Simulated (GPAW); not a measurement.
# SnO2 (Cassiterite) (P4_2/mnm) in GPAW: equation of state

Aim: energy against volume of SnO2 (Cassiterite) in PBE, for its equilibrium volume and stiffness.

Program: GPAW 26.7.0. These are calculated values, not measurements. Logs are shortened: lines on timing, memory, paths and dates and some standing lists are left out, and cuts for length are marked. The log counts tension as positive stress, the text compression.

## (1) Starting point

The structure is tetragonal, space group P4_2/mnm (No. 136). The conventional cell has a = 4.738 Å, b = 4.738 Å, c = 3.187 Å, α = 90.00°, β = 90.00°, γ = 90.00°. Sn (site symmetry mmm) has 6 O at 2.05 to 2.06 Å as nearest neighbours. Around O (site symmetry m2m) lie 3 Sn at 2.05 to 2.06 Å.

## (2) Equation of state, PBE

run.py reads:

```python
from ase import Atoms
from ase.eos import EquationOfState
from ase.io import Trajectory
from ase.units import GPa
from gpaw import GPAW, PW

atoms = Atoms(['Sn', 'Sn', 'O', 'O', 'O', 'O'],
              cell=[[4.738, 0.0, 0.0],
                    [0.0, 4.738, 0.0],
                    [0.0, 0.0, 3.1865]],
              scaled_positions=[[0.5, 0.5, 0.5],
                                [0.0, 0.0, 0.0],
                                [0.8071, 0.1929, 0.5],
                                [0.6929, 0.6929, 0.0],
                                [0.1929, 0.8071, 0.5],
                                [0.3071, 0.3071, 0.0]],
              pbc=True)

traj = Trajectory('eos.traj', 'w')
volumes, energies = [], []
for x in [0.94, 0.96, 0.98, 1.0, 1.02, 1.04, 1.06]:
    a = atoms.copy()
    a.set_cell(atoms.cell * x**(1 / 3), scale_atoms=True)
    calc = GPAW(mode=PW(800),
                xc='PBE',
                kpts={'size': (6, 6, 8), 'gamma': True},
                occupations={'name': 'fermi-dirac', 'width': 0.05},
                nbands=43,
                convergence={'density': 1e-05, 'energy': 1e-05},
                maxiter=150,
                txt=f'eos-{x:.2f}.txt')
    a.calc = calc
    energies.append(a.get_potential_energy(force_consistent=True))
    volumes.append(a.get_volume())
    p = -a.get_stress()[:3].mean() / GPa
    calc.write(f'eos-{x:.2f}.gpw')
    traj.write(a)
    print(f'{x:.2f} {volumes[-1]:10.4f} A^3 {energies[-1]:14.6f} eV {p:9.3f} GPa', flush=True)

v0, e0, B = EquationOfState(volumes, energies, eos='birchmurnaghan').fit()
print(f'V0 = {v0:.4f} A^3, E0 = {e0:.6f} eV, B0 = {B / GPa:.2f} GPa')
```

Potentials or basis: GPAW PAW data sets (gpaw-data 1.2.1), pw.

Command:

```
> OMP_NUM_THREADS=1 python run.py
```

Output:

```text
__  _  _
 | _ |_)|_||  |
 |__||  | ||/\| - 26.7.0

Input parameters:
  mode=PW(ecut=800.0),
  convergence={'density': 1e-05, 'energy': 1e-05},
  kpts=MonkhorstPack(size=(6, 6, 8), gamma=True),
  maxiter=150,
  nbands=43,
  occupations=Occupations(name='fermi-dirac', width=0.05),
  xc=XC(name='PBE')

Diagonalizing LCAO Hamiltonian
Converting LCAO to pw mode
    .----------.
   /|          |
  / |          |
 *  | O        |
 |  .---SnO----.
 | /       O  /
 |/  O       /
 Sn---------*

Atoms  # Å, Bohr magnetons
|   | symbol |        x |        y |        z |    initial magnetic moments |
|---|--------|----------|----------|----------|-----------------------------|
| 0 |     Sn | 2.320639 | 2.320639 | 1.560726 | ( 0.0000,  0.0000,  0.0000) |
| 1 |     Sn | 0.000000 | 0.000000 | 0.000000 | ( 0.0000,  0.0000,  0.0000) |
| 2 |      O | 3.745976 | 0.895303 | 1.560726 | ( 0.0000,  0.0000,  0.0000) |
| 3 |      O | 3.215942 | 3.215942 | 0.000000 | ( 0.0000,  0.0000,  0.0000) |
| 4 |      O | 0.895303 | 3.745976 | 1.560726 | ( 0.0000,  0.0000,  0.0000) |
| 5 |      O | 1.425337 | 1.425337 | 0.000000 | ( 0.0000,  0.0000,  0.0000) |

Unit cell  # Å
| periodic |        x |        y |        z |  lengths |    angles |
|----------|----------|----------|----------|----------|-----------|
|      yes | 4.641279 | 0.000000 | 0.000000 | 4.641279 | 90.000000 |
|      yes | 0.000000 | 4.641279 | 0.000000 | 4.641279 | 90.000000 |
|      yes | 0.000000 | 0.000000 | 3.121451 | 3.121451 | 90.000000 |

Number of symmetries: 8
Symmetry operations  # r_c * U_cc + t_c -> r_c
|   | kind |            matrix            |
|---|------|------------------------------|
| 0 |  E   |  1, 0, 0,  0, 1, 0,  0, 0, 1 |
| 1 |  σ   |  1, 0, 0,  0, 1, 0,  0, 0,-1 |
| 2 |  σ   |  0, 1, 0,  1, 0, 0,  0, 0, 1 |
| 3 |  C2  |  0, 1, 0,  1, 0, 0,  0, 0,-1 |
| 4 |  σ   |  0,-1, 0, -1, 0, 0,  0, 0, 1 |
| 5 |  C2  |  0,-1, 0, -1, 0, 0,  0, 0,-1 |
| 6 |  C2  | -1, 0, 0,  0,-1, 0,  0, 0, 1 |
| 7 |  i   | -1, 0, 0,  0,-1, 0,  0, 0,-1 |

BZ-sampling:
  Number of BZ points: 288
  Number of IBZ points: 65

  Monkhorst-Pack size: [6, 6, 8]
  Monkhorst-Pack shift: [0.08333333333333333, 0.08333333333333333, 0.0625]

K-points  # in reciprocal-cell coordinates
|     |                                coordinates |     weight |
|-----|--------------------------------------------|------------|
|   0 | (  0.00000000,   0.00000000,   0.00000000) | 0.00347222 |
|   1 | (  0.00000000,   0.00000000,   0.12500000) | 0.00694444 |
|   2 | (  0.00000000,   0.00000000,   0.25000000) | 0.00694444 |
|   3 | (  0.00000000,   0.00000000,   0.37500000) | 0.00694444 |
|   4 | (  0.00000000,   0.00000000,   0.50000000) | 0.00347222 |
|   5 | (  0.16666667,  -0.16666667,   0.00000000) | 0.00694444 |
|   6 | (  0.16666667,  -0.16666667,   0.12500000) | 0.01388889 |
|   7 | (  0.16666667,  -0.16666667,   0.25000000) | 0.01388889 |
|   8 | (  0.16666667,  -0.16666667,   0.37500000) | 0.01388889 |
|   9 | (  0.16666667,  -0.16666667,   0.50000000) | 0.00694444 |
| ... |                                            |            |
|  64 | (  0.50000000,   0.50000000,   0.50000000) | 0.00347222 |

Plane wave coefficients: 3480
Cutoff: 800.0 eV

Spin-components: 1 (collinear spins)
Bands:           43
Projectors:      32
Spin-degeneracy: 2
Datatype:        complex128

Parallelization:
  kpt:    1
  domain: 1
  band:   1

Density:
  Valence electrons: 52.0
  Components: 1
  Grid points: [32 32 21]
  Charge: 0.0  # |e|

Potential:
  Grid points: [32 32 21]

species:
  Sn:
    name:    Tin
    Z:       50.0
    valence: 14
    core:    36
    charge:  0.0  # [|e|]
    compensation charges:
      type: gauss
      rc: 0.38  # [Å]
      lmax: 2
    cutoffs:
      filter: 2.23  # [Å]
      core: 2.35  # [Å]
    projectors
    | kind |    occ | energy [eV] | rcut [Å] |
    |------|--------|-------------|----------|
    |   5s |  2.000 |     -10.538 |    1.201 |
    |   5p |  2.000 |      -3.696 |    1.270 |
    |   4d | 10.000 |     -25.845 |    1.185 |
    |    s |        |      16.674 |    1.201 |
    |    p |        |      23.515 |    1.270 |
    |    d |        |       1.367 |    1.185 |

    Using partial waves for Sn as LCAO basis

  O:
    name:    Oxygen
    Z:       8.0
    valence: 6
    core:    2
    charge:  0.0  # [|e|]
    compensation charges:
      type: gauss
      rc: 0.21  # [Å]
      lmax: 2
    cutoffs:
      filter: 1.17  # [Å]
      core: 0.83  # [Å]
    projectors
    | kind |    occ | energy [eV] | rcut [Å] |
    |------|--------|-------------|----------|
    |   2s |  2.000 |     -23.961 |    0.688 |
    |   2p |  4.000 |      -9.029 |    0.598 |
    |    s |        |       3.251 |    0.688 |
    |    p |        |      18.182 |    0.598 |
    |    d |        |       0.000 |    0.619 |

    Using partial waves for O as LCAO basis

Reference energy: -344184.795819  # eV

eigensolver:
  PPCG
  Converge bands: occupied
  niter=2

density mixing:
  MSR1-Mixer
  Pratt-step length: 0.05
  Maximum mixing coefficient: 0.75
  Old densities: 10
  SVD Regularization: 0.005
  Good broyden scale: 1.0
  Trust region scale: 1.0
  Backstep threshold: 4.0
  History deletion threshold: 6.0
  Fourier metric: weight=20.0, sigma=0.015

occupation numbers:
  Fermi-Dirac:
    width: 0.0500  # eV

poisson solver:
  ecut: 6400.0  # eV

xc functional:
  name: PBE with 2 nearest neighbor stencil

convergence criteria:
- Maximum integral of absolute [dens]ity change: 1e-05 electrons / valence electron
- Maximum [total energy] change in last 3 cyles: 1e-05 eV / valence electron
- Maximum integral of absolute [eigenst]ate change: 4e-08 eV^2 / valence electron
maximum number of iterations: 150

SCF iterations
|iter     | |      energy | eigst |  dens |
|---------|-|-------------|-------|-------|
|iter:   1| |  -44.241176 | +0.49 |       |
|iter:   2| |  -42.771688 | -1.30 | -0.87 |
|iter:   3| |  -38.314275 | -0.72 | -0.92 |
|iter:   4| |  -38.291856 | -2.70 | -1.50 |
|iter:   5| |  -38.302576 | -3.30 | -1.82 |
|iter:   6| |  -38.302982 | -4.57 | -2.91 |
|iter:   7| |  -38.303053c| -5.36 | -3.35 |
|iter:   8| |  -38.303040c| -5.99 | -3.60 |
|iter:   9| |  -38.303040c| -7.36 | -4.38 |
|iter:  10| |  -38.303041c| -7.86c| -5.01c|

Converged in 10 steps
Energy contributions relative to reference atoms: (reference = -344184.795819)

Energy contributions:
  Kinetic:         107.601350
  Coulomb:         -93.109263
  Zero:              0.103797
  External:          0.000000
  Xc:              -52.898924
  Entropy:          -0.000000
  Spinorbit:         0.000000
  ----------------------------
  Free energy:     -38.303041
  Extrapolated:    -38.303041

dipole moment: (-15.154070, -15.154070, -27.677066)  # |e|*Ang

Fermi level: 7.726
Eigenvalues  # (at kpt = [0.000, 0.000, 0.000])
| band index |      eig [eV] | occ [0-2] |
|------------|---------------|-----------|
|          0 |       -14.415 |     2.000 |
|        ... |               |           |
|         18 |         3.469 |     2.000 |
|         19 |         4.700 |     2.000 |
|         20 |         4.980 |     2.000 |
|         21 |         5.654 |     2.000 |
|         22 |         5.654 |     2.000 |
|         23 |         5.983 |     2.000 |
[... 8 lines left out ...]
|         32 |        19.717 |     0.000 |
|         33 |        19.717 |     0.000 |
|        ... |               |           |
|         42 |        27.598 |     0.000 |

Gap: 2.060 eV
Transition (v -> c):
  (s=0, k=0, n=25, [0.00, 0.00, 0.00]) -> (s=0, k=0, n=26, [0.00, 0.00, 0.00])
No difference between direct/indirect transitions

Stress tensor  # eV/Ang^3
|         x |         y |         z |
|-----------|-----------|-----------|
| -0.146967 | -0.000000 |  0.000000 |
| -0.000000 | -0.146967 |  0.000000 |
|  0.000000 |  0.000000 | -0.192669 |

# Writing to eos-0.94.gpw (mode='')
```

Wall time 21 min (1 thread of Arm Neoverse V1, shared host); peak memory 0.91 GiB.

Results:

```yaml
Equilibrium_volume: 12.50 Å³/atom
Bulk_modulus_at_fixed_shape_and_positions: 185 GPa
Pressure_derivative_of_the_bulk_modulus: 4.8
```

Energy against volume, from the lowest point:
```
volume (Å³/atom)  energy (meV/atom)
          11.207              94.41
          11.445              60.11
          11.684              34.37
          11.922              16.29
          12.161               5.07
          12.399               0.00
          12.637               0.41
```

Caveat: the cell was scaled at fixed shape and fractional positions, which overstates the stiffness of a crystal with free parameters, most of all of layers and chains.
